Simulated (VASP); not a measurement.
Wanted: the native input for a VASP 6.6.1 run.

```yaml
Task: single point
Functional: PBE
Potentials_or_basis: VASP PAW PBE potentials, release 64 (Pb_d, O)
Cutoff: 520 eV
k_mesh: 8 × 8 × 8
Occupations: fermi-dirac, width 0.02 eV
Spin: no spin polarisation
Dipole_correction: no
Further_INCAR_settings: ALGO = Normal; EDIFF = 1e-07; NBANDS = 17
```

The structure of PbO lies in POSCAR:

```
PbO
1.0
    3.2016437199     -0.0921853078     -0.0921853078
   -0.0921853078      3.2016437199     -0.0921853078
   -0.0921853078     -0.0921853078      3.2016437199
Pb O
1 1
Direct
    0.0000000000      0.0000000000      0.0000000000
    0.5000000000      0.5000000000      0.5000000000
```

The cell was built by a generator and needn't be a form met in nature.

The cell isn't the ideal one: epitaxial_111 strain +3.6%.

The input as run:

INCAR

```
PREC = Accurate ; ENCUT = 520
EDIFF = 1E-7 ; ISMEAR = -1
SIGMA = 0.02 ; LREAL = F
LASPH = T ; NELM = 60
ALGO = Normal ; ISIF = 2
LWAVE = F ; LCHARG = T
GGA = PE ; LELF = T
LVHAR = T ; NBANDS = 17
```

KPOINTS

```
regular mesh
0
Gamma
  8 8 8
```

Potentials or basis: VASP PAW PBE potentials, release 64 (Pb_d, O).

Command:

```console
$ cat potpaw_PBE.64/Pb_d/POTCAR potpaw_PBE.64/O/POTCAR > POTCAR
$ mpirun -np 1 vasp_std > vasp.out
```

Results of the run:

The pressure is 2.2 GPa and the band gap on the k mesh is 0.42 eV, indirect (least direct gap 0.79 eV).

Caveat: spin-orbit coupling is left out, which as a rule narrows the gap of such compounds by several tenths of an eV.

Run time: 9.6 s on 1 thread of Intel(R) Xeon(R) 6975P-C (Granite Rapids), with other jobs on the host, peak memory 0.16 GiB.
